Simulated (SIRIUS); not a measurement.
In:

```
CELL_PARAMETERS angstrom
-1.62547 1.62547 2.47370
1.62547 -1.62547 2.47370
1.62547 1.62547 -2.47370
ATOMIC_POSITIONS crystal
In 0.00000 0.00000 0.00000
```

Base run:

| Property | Result |
| --- | --- |
| Program | SIRIUS 7.12.0 |
| Functional | PBE |
| Potentials or basis | PseudoDojo 0.4.1 PBE standard (scalar relativistic) |
| Cutoff | 960 eV |
| Density cutoff | 3840 eV |
| k mesh | 11 × 11 × 11 |
| Occupations | fermi-dirac, width 0.05 eV |
| Spin | no spin polarisation |

Its results: band gap on the k mesh none (metal or under the smearing width); pressure 2.0 GPa.

Problem. The run is repeated on the same cell with these changes: potentials or basis from PseudoDojo 0.4.1 PBE standard (scalar relativistic) to GBRV 1.5 PBE (ultrasoft); cutoff from 960 eV to 557 eV; density cutoff from 3840 eV to 5442 eV. What comes out?

Solution. Band gap on the k mesh none (metal or under the smearing width); pressure 0.8 GPa.
